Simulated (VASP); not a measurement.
# Si (Fd-3m) in VASP: a series of runs

Runs on Si. Level: r2SCAN. Tasks: single point.

All numbers are computed with VASP 6.6.1; they aren't measurements. Logs are shortened: lines on timing, memory, paths and dates and some standing lists are left out, and cuts for length are marked.

## 1. The crystal as given

The structure is cubic, space group Fd-3m (No. 227). The conventional cell has a = 5.471 Å, b = 5.471 Å, c = 5.471 Å, α = 90.00°, β = 90.00°, γ = 90.00°. Around Si (site symmetry -43m) lie 4 Si at 2.37 Å.

## 2. Single point, r2SCAN

File POSCAR:

```
Si
1.0
    0.0000000000      2.7357379431      2.7357379431
    2.7357379431      0.0000000000      2.7357379431
    2.7357379431      2.7357379431      0.0000000000
Si
2
Direct
    0.5000000000      0.5000000000      0.5000000000
    0.7500000000      0.7500000000      0.7500000000
```

File INCAR.step1:

```
  PREC = Accurate
  ENCUT = 520
  ISMEAR = 0
  SIGMA = 0.05
  LREAL = F
  LASPH = T
  NELM = 100
  NBANDS = 11
  GGA = PE
  ALGO = Normal
  EDIFF = 1E-4
  LWAVE = T
  LCHARG = F
```

File INCAR.step2:

```
  PREC = Accurate
  ENCUT = 520
  EDIFF = 1E-6
  ISMEAR = 0
  SIGMA = 0.05
  LREAL = F
  LASPH = T
  NELM = 100
  ALGO = Normal
  ISIF = 2
  LWAVE = F
  LCHARG = F
  METAGGA = R2SCAN
  LMIXTAU = T
  NBANDS = 11
  ISTART = 1
```

File KPOINTS:

```
Automatic mesh
0
Gamma
  14 14 14
```

Potentials or basis: VASP PAW PBE potentials, release 64 (Si).

On the command line:

```bash
cat potpaw_PBE.64/Si/POTCAR > POTCAR
cp INCAR.step1 INCAR
mpirun -np 1 vasp_std > vasp.out
cp INCAR.step2 INCAR
mpirun -np 1 vasp_std > vasp.out
```

OUTCAR:

```text
PREC = Accurate
   ENCUT = 520
   EDIFF = 1E-6
   ISMEAR = 0
   LREAL = F
   LASPH = T
   NELM = 100
   ISIF = 2
   METAGGA = R2SCAN
   ISTART = 1

 ion  position               nearest neighbor table
   1  0.500  0.500  0.500-   2 2.37   2 2.37   2 2.37   2 2.37
   2  0.750  0.750  0.750-   1 2.37   1 2.37   1 2.37   1 2.37

  LATTYP: Found a face centered cubic cell.
 ALAT       =     5.4714758862

  Lattice vectors:

 A1 = (   0.0000000000,   2.7357379431,   2.7357379431)
 A2 = (   2.7357379431,   0.0000000000,   2.7357379431)
 A3 = (   2.7357379431,   2.7357379431,   0.0000000000)

Analysis of symmetry for initial positions (statically):
=====================================================================
 Subroutine PRICEL returns:
 Original cell was already a primitive cell.

 Routine SETGRP: Setting up the symmetry group for a
 face centered cubic supercell.

 Subroutine GETGRP returns: Found 48 space group operations
 (whereof 24 operations were pure point group operations)
 out of a pool of 48 trial point group operations.

The static configuration has the point symmetry T_d .
 The point group associated with its full space group is O_h .

Analysis of symmetry for dynamics (positions and initial velocities):
=====================================================================
 Subroutine PRICEL returns:
 Original cell was already a primitive cell.

 Routine SETGRP: Setting up the symmetry group for a
 face centered cubic supercell.

 Subroutine GETGRP returns: Found 48 space group operations
 (whereof 24 operations were pure point group operations)
 out of a pool of 48 trial point group operations.

The dynamic configuration has the point symmetry T_d .
 The point group associated with its full space group is O_h .

 Subroutine INISYM returns: Found 48 space group operations
 (whereof 24 operations are pure point group operations),
 and found     1 'primitive' translations

----------------------------------------------------------------------------------------

                                     Primitive cell

  volume of cell :      40.9500

  direct lattice vectors                    reciprocal lattice vectors
     0.000000000  2.735737943  2.735737943    -0.182766044  0.182766044  0.182766044
     2.735737943  0.000000000  2.735737943     0.182766044 -0.182766044  0.182766044
     2.735737943  2.735737943  0.000000000     0.182766044  0.182766044 -0.182766044

  length of vectors
     3.868917702  3.868917702  3.868917702     0.316560073  0.316560073  0.316560073
[... 91 lines left out ...]
   PSTRESS=    0.0 pullay stress
   NELECT =       8.0000    total number of electrons
   NUPDOWN=      -1.0000    fix difference up-down
   EMIN   =  10.00;   EMAX   =-10.00  energy-range for DOS
   EFERMI =   0.00;   METHOD = LEGACY
   ISMEAR =     0;   SIGMA  =   0.05  broadening in eV -4-tet -1-fermi 0-gaus
   EFERMI_NEDOS =   21; number of points for ismear=-14 and -15
   IALGO  =     38    algorithm
   IMIX   =      4    mixing-type and parameters
     AMIX     =   0.40;   BMIX     =  1.00
     AMIX_MAG =   1.60;   BMIX_MAG =  1.00
  volume/ion in A,a.u.               =      20.47       138.17
  Fermi-wavevector in a.u.,A,eV,Ry     =   0.949920  1.795088 12.277188  0.902348
  Thomas-Fermi vector in A             =   2.078248
   LORBIT       =      0    0 simple, 1 ext, 2 COOP (PROOUT), +10 PAW based schemes
   METAGGA = R2SCAN    functional components
   LHFCALC =     F    Hartree Fock is set to
   AEXX    =    0.0000 exact exchange contribution
   IVDW    =     0    specifies the selected vdW correction
   LEPSILON=     F    determine dielectric tensor
   LRPA    =     F    only Hartree local field effects (RPA)
 non-spin polarized calculation
 Gauss-broadening in eV      SIGMA  =   0.05
  energy-cutoff  :      520.00
  volume of cell :       40.95
 maximum number of plane-waves:      1123
 NGX is ok and might be reduce to    30
   NGX = 15   NGY = 15   NGZ = 15

 number of electron       8.0000001 magnetization

 Free energy of the ion-electron system (eV)
  ---------------------------------------------------
  ext. energy  EPLUGINS =         0.00000000
  ---------------------------------------------------
  free energy    TOTEN  =       -17.54679274 eV

  energy without entropy =      -17.54679274  energy(sigma->0) =      -17.54679274

 E-fermi :   5.7484     XC(G=0):  -9.7662

 val. band max:        5.5112653193   @ k =   0.0000   0.0000   0.0000
 cond. band min:       6.3242436861   @ k =   0.4286   0.4286   0.0000
 fundamental gap:      0.8129783668
 Fermi energy:         5.7484112730

 k-point     1 :       0.0000    0.0000    0.0000
  band No.  band energies     occupation
      1      -6.8567      2.00000
      2       5.5113      2.00000
      3       5.5113      2.00000
      4       5.5113      2.00000
      5       8.2590      0.00000
      6       8.2590      0.00000
      7       8.2590      0.00000
      8       9.2242      0.00000
      9      13.6274      0.00000
     10      13.6274      0.00000
     11      14.1107      0.00000
[... 309 lines left out ...]
 k-point    24 :       0.2857    0.1429    0.0000
  band No.  band energies     occupation
      1      -5.8620      2.00000
      2       1.6502      2.00000
      3       3.9255      2.00000
      4       3.9461      2.00000
      5       7.8159      0.00000
      6       9.7082      0.00000
      7      10.4168      0.00000
      8      10.5481      0.00000
      9      14.1636      0.00000
     10      14.4674      0.00000
     11      16.3807      0.00000

 [... further k-points ...]

------------------------ aborting loop because EDIFF is reached ----------------------------------------

  FORCE on cell =-STRESS in cart. coord.  units (eV):
  Direction    XX          YY          ZZ          XY          YZ          ZX
  --------------------------------------------------------------------------------------
  -------------------------------------------------------------------------------------
  Total       -0.4177102     -0.4177102     -0.4177102      0.0000000      0.0000000      0.0000000
  in kB      -16.3430153    -16.3430153    -16.3430153      0.0000000      0.0000000      0.0000000
  external PRESSURE =     -16.3430153 kB  Pullay stress =       0.0000000 kB

 VOLUME and BASIS-vectors are now :
 -----------------------------------------------------------------------------
  energy-cutoff  :      520.00
  volume of cell :       40.95
      direct lattice vectors                 reciprocal lattice vectors
     0.000000000  2.735737943  2.735737943    -0.182766044  0.182766044  0.182766044
     2.735737943  0.000000000  2.735737943     0.182766044 -0.182766044  0.182766044
     2.735737943  2.735737943  0.000000000     0.182766044  0.182766044 -0.182766044

 POSITION                                       TOTAL-FORCE (eV/Angst)
 -----------------------------------------------------------------------------------
      2.73574      2.73574      2.73574        -0.000000     -0.000000     -0.000000
      4.10361      4.10361      4.10361         0.000000      0.000000      0.000000
 -----------------------------------------------------------------------------------
    total drift:                                0.000000     -0.000000     -0.000000

  FREE ENERGIE OF THE ION-ELECTRON SYSTEM (eV)
  ---------------------------------------------------
  free  energy   TOTEN  =       -17.5467927420 eV

  energy  without entropy=      -17.5467927420  energy(sigma->0) =      -17.54679274
```

OUTCAR.step1:

```text
PREC = Accurate
   ENCUT = 520
   ISMEAR = 0
   LREAL = F
   LASPH = T
[... 560 lines left out ...]
 -----------------------------------------------------------------------------------
      2.73574      2.73574      2.73574        -0.000000     -0.000000      0.000000
      4.10361      4.10361      4.10361         0.000000      0.000000     -0.000000
 -----------------------------------------------------------------------------------
    total drift:                                0.000000     -0.000000     -0.000000

  FREE ENERGIE OF THE ION-ELECTRON SYSTEM (eV)
  ---------------------------------------------------
  free  energy   TOTEN  =       -10.8498758578 eV

  energy  without entropy=      -10.8498758578  energy(sigma->0) =      -10.84987586
```

OSZICAR.step1:

```text
N       E                     dE             d eps       ncg     rms          rms(c)
DAV:   1     0.829706915951E+01    0.82971E+01   -0.32265E+03  2288   0.583E+02
DAV:   2    -0.104172074134E+02   -0.18714E+02   -0.17965E+02  3075   0.861E+01
DAV:   3    -0.110120388149E+02   -0.59483E+00   -0.59278E+00  2907   0.135E+01
DAV:   4    -0.110170271446E+02   -0.49883E-02   -0.49876E-02  2780   0.154E+00
DAV:   5    -0.110170748036E+02   -0.47659E-04   -0.47659E-04  2869   0.139E-01    0.474E+00
DAV:   6    -0.109018349510E+02    0.11524E+00   -0.64548E-02  2597   0.104E+00    0.288E+00
DAV:   7    -0.108483650891E+02    0.53470E-01   -0.12668E-01  2617   0.157E+00    0.166E-01
DAV:   8    -0.108496388043E+02   -0.12737E-02   -0.57401E-03  2611   0.405E-01    0.791E-02
DAV:   9    -0.108498515603E+02   -0.21276E-03   -0.20651E-04  2870   0.870E-02    0.580E-02
DAV:  10    -0.108498758578E+02   -0.24297E-04   -0.20381E-05  1614   0.265E-02
   1 F= -.10849876E+02 E0= -.10849876E+02  d E =-.481301E-14
```

Run time: 2.2 min. Hardware: 1 thread of Intel Xeon Platinum 8259CL at 2.50GHz (Skylake/Cascade Lake), shared host; peak memory 0.18 GiB.

What came out:

- Free energy: -17.5468 eV
- Pressure: -1.6 GPa
- Band gap on the k mesh: 0.81 eV, indirect (least direct gap 2.75 eV)

Levels at points of the mesh, in eV from the valence-band top:
```csv
k point,band 1,band 2,band 3,band 4,band 5,band 6,band 7,band 8
"(0.00, 0.00, 0.00)",-12.37,0.00,0.00,0.00,2.75,2.75,2.75,3.71
"(0.50, 0.00, 0.00)",-9.97,-7.16,-1.25,-1.25,1.80,3.60,3.60,8.30
"(0.50, 0.50, 0.00)",-8.08,-8.08,-2.95,-2.95,0.96,0.96,10.68,10.68
```

Caveat: the PAW data sets were made with another functional, which shifts forces and pressure a little.

## 3. Single point, r2SCAN

This run uses another cell than the first one, of 20.17 Å³/atom, 0.985 times its volume.

File POSCAR:

```
Si
1.0
    0.0000000000      2.7221128697      2.7221128697
    2.7221128697      0.0000000000      2.7221128697
    2.7221128697      2.7221128697      0.0000000000
Si
2
Direct
    0.5000000000      0.5000000000      0.5000000000
    0.7500000000      0.7500000000      0.7500000000
```

File INCAR.step1:

```
PREC     = Accurate       # precision mode
ENCUT    = 520            # plane-wave cutoff, eV
ISMEAR   = -5             # smearing method
SIGMA    = 0.05           # smearing width, eV
LREAL    = False          # projectors in reciprocal space
LASPH    = True           # aspherical terms in the spheres
NELM     = 60             # most SCF steps
GGA      = PE             # functional
ALGO     = Normal         # electronic algorithm
EDIFF    = 1E-4           # SCF threshold, eV
LWAVE    = True           # write WAVECAR
LCHARG   = False          # write CHGCAR
```

File INCAR.step2:

```
PREC     = Accurate       # precision mode
ENCUT    = 520            # plane-wave cutoff, eV
EDIFF    = 1E-6           # SCF threshold, eV
ISMEAR   = 0              # smearing method
SIGMA    = 0.05           # smearing width, eV
LREAL    = False          # projectors in reciprocal space
LASPH    = True           # aspherical terms in the spheres
NELM     = 60             # most SCF steps
ALGO     = Normal         # electronic algorithm
ISIF     = 2              # what is computed and relaxed
LWAVE    = False          # write WAVECAR
LCHARG   = False          # write CHGCAR
METAGGA  = R2SCAN         # meta-GGA
LMIXTAU  = True         
LORBIT   = 10             # projections on sites
ISTART   = 1
```

KPOINTS is that of step 2.

Potentials or basis: VASP PAW PBE potentials, release 64 (Si).

On the command line:

```bash
cat potpaw_PBE.64/Si/POTCAR > POTCAR
cp INCAR.step1 INCAR
mpirun -np 1 vasp_std > vasp.out
cp INCAR.step2 INCAR
mpirun -np 1 vasp_std > vasp.out
```

It took 56 s on 1 thread of Intel Xeon 6975P-C (Granite Rapids), shared host; peak memory 0.17 GiB.

Results (log left out):

```yaml
Free_energy: -17.5504 eV
Pressure: -0.2 GPa
Band_gap_on_the_k_mesh: 0.79 eV, indirect (least direct gap 2.76 eV)
Valence_electrons_inside_the_program's_atomic_spheres: Si 1.71
```

Levels at points of the mesh, in eV from the valence-band top:
```csv
k point,band 1,band 2,band 3,band 4,band 5,band 6,band 7,band 8
"(0.00, 0.00, 0.00)",-12.47,0.00,0.00,0.00,2.76,2.76,2.76,3.90
"(0.50, 0.00, 0.00)",-10.04,-7.23,-1.27,-1.27,1.86,3.59,3.59,8.33
"(0.50, 0.50, 0.00)",-8.13,-8.13,-2.99,-2.99,0.94,0.94,10.81,10.81
```

Caveat: the PAW data sets were made with another functional, which shifts forces and pressure a little. r2SCAN opens gaps a little over a GGA but as a rule still falls short of measured ones.
